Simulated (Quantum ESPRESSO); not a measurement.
Al:

```
CELL_PARAMETERS angstrom
2.88554 0.00000 0.00000
-1.44277 2.49895 0.00000
0.00000 0.00000 4.99332
ATOMIC_POSITIONS crystal
Al 0.33333 0.66667 0.25000
Al 0.66667 0.33333 0.75000
```

This isn't the form of Al at room conditions, which is fcc.

The cell isn't the ideal one: volume scaled by 1.08.

```yaml
Program: Quantum ESPRESSO 7.5
Task: energy-loss spectrum
Functional: PBE
Potentials_or_basis: PseudoDojo 0.4 SR PBE stringent
Cutoff: 544 eV
Density_cutoff: 2177 eV
k_mesh: 11 × 11 × 6
Occupations: methfessel-paxton, width 0.2 eV
Spin: no spin polarisation
Iterations: 300
Mixing_beta: 0.5
Most_SCF_iterations: 120
SCF_threshold: 4e-10 Ry
Startingwfc: random
Diagonalization: rmm-davidson
Mixing_mode: local-TF
```

Loss function by the Lanczos method: RPA with local fields, q = (0.849, 0.849, 0.000) Å⁻¹, 300 iterations, broadening 0.41 eV, up to 40 eV.

Q: Where does the loss function peak?

A: The main peak lies at 19.8 eV with height 4.73.

Energy-loss function at q = [0.84853, 0.84853, 0.0] (Å⁻¹, cartesian):
```csv
energy (eV),loss
0.0,0.000
1.8,0.012
3.4,0.063
5.2,0.114
7.0,0.184
8.6,0.251
10.4,0.282
12.2,0.348
13.8,0.514
15.6,0.704
17.4,1.039
19.0,2.968
20.8,2.123
22.4,0.509
24.2,0.212
26.0,0.121
27.6,0.080
29.4,0.054
31.2,0.040
32.8,0.033
34.6,0.030
36.4,0.030
38.0,0.029
39.8,0.025
```

Spectra converge slowly with the k mesh, and this one (11 × 11 × 6) leaves small humps uncertain. From two thirds of the Lanczos chain to all of it the curve moves by up to 4 % of its peak.
